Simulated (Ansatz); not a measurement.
# SiNi3 (Pm-3m) in Ansatz: relaxation of cell and atoms with revPBE

Aim: the relaxation of cell and atoms of SiNi3 with revPBE.

Program: Ansatz 0.2.0. These are calculated values, not measurements. Logs are shortened: lines on timing, memory, paths and dates and some standing lists are left out, and cuts for length are marked.

### 1 The crystal as given

The structure is cubic, space group Pm-3m (No. 221). Conventional cell: a = 3.542 Å, b = 3.542 Å, c = 3.542 Å, α = 90.00°, β = 90.00°, γ = 90.00°. Ni (site symmetry 4/mmm) has 8 Ni at 2.50 Å and 4 Si at 2.50 Å as nearest neighbours. Si (site symmetry m-3m) is surrounded by 12 Ni at 2.50 Å.

### 2 Relaxation of cell and atoms, revPBE, collinear spin, ferromagnetic start

Contents of input.yaml:

```yaml
crystal:
  lattice:
    - [3.542, 0.0, 0.0]
    - [0.0, 3.542, 0.0]
    - [0.0, 0.0, 3.542]
  atoms:
    - { symbol: Ni, position: [0.5, 0.5, 0.0], spin: 1.0 }
    - { symbol: Ni, position: [0.5, 0.0, 0.5], spin: 1.0 }
    - { symbol: Ni, position: [0.0, 0.5, 0.5], spin: 1.0 }
    - { symbol: Si, position: [0.0, 0.0, 0.0] }
hamiltonian:
  xc: revpbe
  pseudopotentials: { kind: paw }
magnetization:
  spin_polarized: true
kpoints:
  mp_grid: { grid: [8, 8, 8] }
scf:
  occupations: { method: fermi_dirac, width: 0.05 }
output:
  forces: true
  stress: true
  eigenvalues: true
relax:
  f_tol: 0.01
  max_steps: 40
  cell: { stress_tol: 0.05 }
```

Potentials or basis: Ansatz PAW.

Launch:

```console
$ ansatz run input.yaml --threads 2 --pin off --max-ram 5632MiB --backend cpu --events-out ev --progress --plain --runs-dir out
```

What it wrote:

```text
Warning: RAYON_NUM_THREADS=2 ignored (pool sized by the plan → 2); use --threads N
Engine: ansatz 0.2.0, x86_64-unknown-linux-gnu
Pseudopotentials: kind: paw
Pseudopotential: Ni, paw, valence charge 18, recommended cutoff 420 eV (normal), Ni.paw.azcp
Pseudopotential: Si, paw, valence charge 4, recommended cutoff 420 eV (normal), Si.paw.azcp
Functional definition: revPBE
  parameter kappa = 1.245
  parameter beta = 0.06672455060314922
  exchange = pbe_x(kappa = kappa, mu = beta*pi^2/3)
  correlation = pbe_c(beta = beta)
Crystal: 4 atoms, lattice volume = 44.437 Å³
Basis set: ecut = 420 eV, 895 PW (Γ), exchange–correlation on 48×48×48 points (8 copies of the dense FFT grid, shifted against one another)
Bands: 37, of which v1, the nominal top of the filled ones, is band 29 counted from 1 (28 counted from 0)
Symmetry: 48 space group operations
Space group: Pm-3m (ITA 221), of the structure as read, at distance tolerance 3.5e-5 Å
Magnetic group: BNS 221.92 (UNI 1594), of the structure as read, at distance tolerance 3.5e-5 Å
k-points: 35 of 512
Non-local potential: Ni, projectors of the file, l = 0: 3, l = 1: 2, l = 2: 3, l = 3: 1
Non-local potential: Si, projectors of the file, l = 0: 2, l = 1: 2, l = 2: 2
PAW form: soft (Blöchl's): semilocal exchange-correlation on the pseudo side does not see the compensation charge
PAW frozen core: Ni, regenerated for the run's functional, and the local potential with it (the file was generated under x = pbe(κ = 0.804, μ = 0.2195149727645171), c = pbe(β = 0.06672455060314922))
PAW frozen core: Si, regenerated for the run's functional, and the local potential with it (the file was generated under x = pbe(κ = 0.804, μ = 0.2195149727645171), c = pbe(β = 0.06672455060314922))
PAW one-centre angular grid: Ni, 590 points (default); XC on 64 Gauss nodes
PAW one-centre angular grid: Si, 110 points (default); XC on 64 Gauss nodes
Initial density: superposition of atomic densities (chi_scale 0.1, normalization cell)
Starting moments: Σ|m| = 3 μB on 3 of 4 sites
Initial wavefunctions: pseudopotential atomic-orbital guess
Functional: x = revpbe(κ = 1.245, μ = 0.2195149727645171), c = pbe(β = 0.06672455060314922)
iter 1 solved again at ethr=2.09e-3 eV; its pass at ethr=3.10e-3 eV (dr2=1.21e0 eV) is discarded
SCF iter   1: F=—  HF=-18165.844067 eV  |F-HF|=—  |Δ(HF+E_count)|=         —  Δρ=4.51e-2 (↑4.51e-2 ↓3.48e-2)  dr2=1.22e0  dr2_m=1.76e-1  M=2.093 μB ∫|m|=2.444 μB  β_m=0.30  ethr=2.09e-3  ⟨swp⟩=1.1  Hψ=12290  notcnv=0
Mixer restart at iter 1: flushing history
preconditioner: auto → Kerker (q_TF=auto, 2.852 Å⁻¹)  [metal: Δε(μ)=0.038 eV  Ē_g=8.213 eV  σ=0.050 eV  W_gap=0.19  n_scr=18 (ndim 8)  ℏωp=32.5 eV  f_vac=0.000  D(μ)=2.93/eV (n_scr^D=26)]
spin=Collinear: Kerker preconditioning applied to the charge; magnetization (m = ρ↑ − ρ↓) channel mixes plain (no charge-response kernel on spin).
SCF iter   2: F=—  HF=-18166.034985 eV  |F-HF|=—  |Δ(HF+E_count)|=   1.91e-1  Δρ=3.94e-2 (↑1.81e-2 ↓3.94e-2)  dr2=3.92e-1  dr2_m=2.42e-1  M=1.799 μB ∫|m|=2.193 μB  β_m=0.33  ethr=2.09e-3  ⟨swp⟩=2.0  Hψ=3959  notcnv=0
[... 76 lines left out ...]
Per-site moments (μB) at R_I (Å): [(3.314082809451743e-8, 1.02840229399205), (3.314082774245099e-8, 1.02840229399205), (3.314082796850386e-8, 1.02840229399205), (-4.795127213258756e-9, 1.02840229399205)]
Free energy (F): -18169.668057 eV
Harris-Foulkes:  -18169.668057 eV  (|F-HF|=3.64e-12)
Internal energy: -18169.649181 eV  (E = F + TS)
E sigma→0 (E₀):  -18169.658619 eV
Entropy (-TS):   -0.018876 eV (-4.719 meV/atom)
Fermi energy:    17.244117 eV
--- Per-component energies (eV) ---
  E_band       = -859.254870
  E_kinetic    = 893.695781
  E_local      = -11703.871012  (includes V_loc(G=0)·N_el)
  E_nonlocal   = 1931.371639
  E_hartree    = 4990.047352
  E_xc         = -312.466431
  E_vxc        = -378.422970  (∫ρ·V_xc dr)
  E_paw        = -5417.569194  (= ΣΔE_a)
  E_vpaw       = -1582.124809  (= ΣTr[D̂ρ^β])
  E_aug_tail   = 0.001679  (compensation charges beyond the density's cutoff)
  E_ewald      = -8550.745584
  E_core_change = -0.113411  (= ΣΔE_core)
  E_smearing   = -0.018876  (= −TS)
  E_closure    = -0.000000  (closes the sum)
  Σ components = -18169.668057   (vs F -18169.668057, Δ=0.00e0)
--- Forces (eV/Å), atoms counted from 1 ---
  atom   1  Ni    -0.00000000    -0.00000000    -0.00000000
  atom   2  Ni    -0.00000000    -0.00000000    -0.00000000
  atom   3  Ni    -0.00000000     0.00000000     0.00000000
  atom   4  Si     0.00000000     0.00000000    -0.00000000
  max |Σ_I F_I| component: 1.06e-29 eV/Å
--- Stress (GPa, compression-positive) ---
        0.045520       0.000000       0.000000
        0.000000       0.045520      -0.000000
        0.000000      -0.000000       0.045520
  P = ⅓ Tr σ = 0.0455 GPa (0.455 kbar)
--- Band table (eV; the first three rows and the last of 70) ---
  k-point 0 ↑: bands = ["-86.0182", "-85.9853", "-85.9853", "-46.4297", "-46.4297", "-46.4297", "-46.3775", "-46.3775", "-46.3775", "-46.2225", "-46.2225", "-46.2225", "5.3796", "12.4181", "13.2506", "13.2506", "13.7678", "13.7678", "13.7678", "15.7272", "15.7272", "15.7272", "16.3134", "16.3134", "16.3134", "16.6273", "16.6273", "16.9547", "17.2740", "17.2740", "17.2740", "21.9184", "23.4470", "23.4470", "27.6449", "27.6449", "27.6449"]
  k-point 1 ↑: bands = ["-86.0171", "-85.9864", "-85.9853", "-46.4270", "-46.4270", "-46.4261", "-46.3783", "-46.3783", "-46.3777", "-46.2266", "-46.2243", "-46.2243", "5.5597", "12.4216", "12.9991", "13.3775", "13.7485", "13.7485", "13.8196", "15.4116", "15.4116", "15.6707", "15.8504", "16.4580", "16.4580", "16.6150", "16.6297", "16.8813", "17.2742", "17.6141", "17.6141", "22.2506", "23.4127", "24.0593", "27.0170", "27.0170", "27.2317"]
  k-point 2 ↑: bands = ["-86.0140", "-85.9895", "-85.9853", "-46.4199", "-46.4199", "-46.4168", "-46.3810", "-46.3810", "-46.3782", "-46.2372", "-46.2287", "-46.2287", "6.0821", "11.6563", "12.9637", "13.6781", "13.6781", "13.7245", "13.9604", "15.1257", "15.1257", "15.4166", "15.5184", "16.3281", "16.3281", "16.4100", "16.5871", "16.7136", "17.2746", "18.5796", "18.5796", "22.3966", "23.3169", "25.2295", "25.3315", "25.3315", "27.2915"]
  k-point 34 ↓: bands = ["-85.9962", "-85.9962", "-85.9962", "-46.4527", "-46.4527", "-46.4527", "-46.3780", "-46.3269", "-46.3269", "-46.3269", "-46.1919", "-46.1919", "9.1527", "13.0266", "13.0266", "13.0266", "13.5111", "13.5111", "13.5111", "15.0813", "15.0813", "15.0813", "15.8197", "15.8197", "15.8197", "16.0302", "16.0302", "16.7783", "17.0417", "17.0417", "17.0417", "18.3996", "21.1584", "21.1584", "21.1584", "33.5884", "33.5884"]
--- Relaxed structure (3 steps of the walk, 3 accepted, 1 SCFs on fresh bases) ---
  F+E_penalty+E_count = -18169.66805702 eV   max|allowed force component| = 1.570e-29 eV/Å   (the final SCF, on the basis selected at the relaxed cell)
  cell:  # Å, volume = 43.8291 Å³
    - [3.5257708405797823, -3.2098832406453924e-35, -3.209883240645393e-35]
    - [-3.2098832406453924e-35, 3.5257708405797823, -7.222237291452133e-35]
    - [-9.629649721936178e-35, -7.222237291452133e-35, 3.5257708405797823]
  atoms:
    - { symbol: Ni, position: [0.5, 0.5, 4.424974032159911e-39] }
    - { symbol: Ni, position: [0.5, -6.194963640471756e-38, 0.5] }
    - { symbol: Ni, position: [6.371962602358322e-37, 0.5, 0.5] }
    - { symbol: Si, position: [-3.1859813008436873e-37, 4.4249740288311554e-38, -1.3274922086177948e-38] }
```

Run time: 24 s. Hardware: 2 threads of Intel Xeon at 2.70GHz, shared host; peak memory 0.44 GiB.

What came out:

```yaml
Free_energy: -18169.6681 eV
Relaxed_volume: 10.96 Å³/atom
Relaxed_cell: a = 3.526 Å, b = 3.526 Å, c = 3.526 Å, α = 90.00°, β = 90.00°, γ = 90.00°
Space_group_after_relaxing_to_0.05_Å: Pm-3m (No. 221)
Energy_gained_by_relaxing: 1.3 meV/atom
Ionic_steps: 4
Pressure_after_relaxing: 0.0 GPa
Band_gap_on_the_k_mesh: none (metal or under the smearing width)
Net_moment: 0.00 μB per cell
Absolute_moment: 0.00 μB per cell
```

The path:
```
step  energy change (eV)  largest force (eV/Å)  volume (Å³)
   1              0.0000                0.0000        44.44
   2             -0.0041                0.0000        44.11
   3             -0.0053                0.0000        43.83
   4             -0.0050                0.0000        43.83
```

Final structure:
```xyz
4
Lattice="3.5258 0.0000 0.0000 0.0000 3.5258 0.0000 0.0000 0.0000 3.5258" Properties=species:S:1:pos:R:3 pbc="T T T"
Ni    1.7629    1.7629    0.0000
Ni    1.7629    0.0000    1.7629
Ni    0.0000    1.7629    1.7629
Si    0.0000    0.0000    0.0000
```

Caveat: the plane-wave basis is chosen anew once the cell has moved, so the energies of steps on either side of that aren't comparable; the PAW data sets come from PBE, with cores solved anew for the run's functional, which leaves a small shift of forces and pressure; the starting moments weren't kept.
